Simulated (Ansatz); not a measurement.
**SrO (rocksalt) under strain**

SrO in the rocksalt structure, relaxed with r2SCAN in Ansatz 0.2.0. The symmetry is Fm-3m (No. 225, cubic); conventional cell a = 5.160 Å, 17.17 Å³ an atom. Around Sr lie 6 O at 2.58 Å; around O lie 6 Sr at 2.58 Å.

The axes x, y and z are those of this cell:
```
CELL_PARAMETERS angstrom
0.00000 2.57989 2.57989
2.57989 0.00000 2.57989
2.57989 2.57989 0.00000
ATOMIC_POSITIONS crystal
Sr 0.00000 0.00000 0.00000
O 0.50000 0.50000 0.50000
```

Unstrained: PBE gives an indirect gap of 3.318 eV, from Γ to X; the least direct gap is 3.403 eV at X. The r2SCAN gap is indirect, 3.799 eV (Γ to X), below the direct gap of 3.880 eV at X. HSE06 gives an indirect gap of 4.794 eV, from Γ to X; the least direct gap is 4.890 eV at X. Meshes: PBE 8×8×8, r2SCAN 8×8×8, HSE06 6×6×6. Strains are changes of length per length. After each strain the atoms were relaxed again with r2SCAN within the symmetry that the strain leaves, so tilts or polar shifts that break it weren't tested; points keep the names that they have in the unstrained zone. The values are computed, spin-unpolarised, and not measurements.

Changes of the least gap in eV (an overlap counts as a negative gap):

| strain | volume change (%) | space group | PBE | r2SCAN | HSE06 | energy rise, r2SCAN (meV/atom) |
| --- | --- | --- | --- | --- | --- | --- |
| uniaxial -4.84 % along z | -4.8 | I4/mmm | -0.300 | -0.307 | -0.266 | 28.4 |
| uniaxial +4.61 % along [111] | +4.6 | R-3m | -0.038 | -0.041 | -0.053 | 18.8 |
| uniaxial +4.12 % along x | +4.1 | I4/mmm | -0.060 | -0.067 | -0.066 | 14.0 |

Uniaxial -4.84 % along z, other directions held. HSE06: the gap goes from 4.794 to 4.528 eV (-0.266 eV); with r2SCAN the top three valence levels at Γ, degenerate before, become 1+2 from the top over 219 meV. Stress change with r2SCAN, compression positive: xx +2.64, yy +2.64, zz +12.14 GPa.

Uniaxial +4.61 % along [111], other directions held. HSE06: the gap goes from 4.794 to 4.741 eV (-0.053 eV); with r2SCAN the top three valence levels at Γ, degenerate before, become 2+1 from the top over 106 meV. Stress change with r2SCAN, compression positive: xx -3.89, yy -3.89, zz -3.89, xy -1.82, xz -1.82, yz -1.82 GPa.

Uniaxial +4.12 % along x, other directions held. HSE06: the gap goes from 4.794 to 4.728 eV (-0.066 eV); with r2SCAN the top three valence levels at Γ, degenerate before, become 2+1 from the top over 108 meV. Stress change with r2SCAN, compression positive: xx -5.82, yy -1.83, zz -1.83 GPa.

The meshes of the hybrids are coarse, so their gaps aren't converged to the digits shown.

The splittings at Γ are without spin-orbit coupling, which regroups them where it is of like size or larger.
